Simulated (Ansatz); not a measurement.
The reference is AlSb in the zinc blende structure (space group F-43m, No. 216; a = 6.1773 Å).

Calculations: r2SCAN (Ansatz, a first-principles code; PAW; 500 eV plane waves; spin-orbit coupling left out).

For the base:

The smallest direct gap is 2.03 eV and the volume per atom comes out as 29.46 Å³. The band gap is 1.51 eV and the hole mass is 0.11, 0.35, 0.35 mₑ (at Γ).

Now apply this change: a hydrostatic pressure of 2.1 GPa.

**Question.** What happens to the smallest direct gap?

**Answer.** The smallest direct gap grows by 0.30 eV to 2.33 eV.

**Question.** Estimate the effect on the volume per atom.

**Answer.** The volume per atom decreases by 1.01 Å³, from 29.46 Å³ to 28.45 Å³.

**Question.** What happens to the band gap?

**Answer.** The band gap falls by 0.05 eV (1.51 eV → 1.46 eV).

**Question.** What happens to the hole mass?

**Answer.** The hole mass (degenerate bands, along [100]) becomes 0.12, 0.34, 0.34 mₑ (at Γ) (base: 0.11, 0.35, 0.35 mₑ (at Γ)).

Spin-orbit coupling, missing from the scalar runs, can matter with Sb. Load acts through the strain it causes; cell and atoms are relaxed under it. Masses are band curvatures over ±0.01 Å⁻¹ around the edge. No phonon test of stability was made. Tetrahedral semiconductors of this kind turn to denser phases somewhere between about 1 and 50 GPa; those were not computed, so compressed cells here can lie past the real transition.
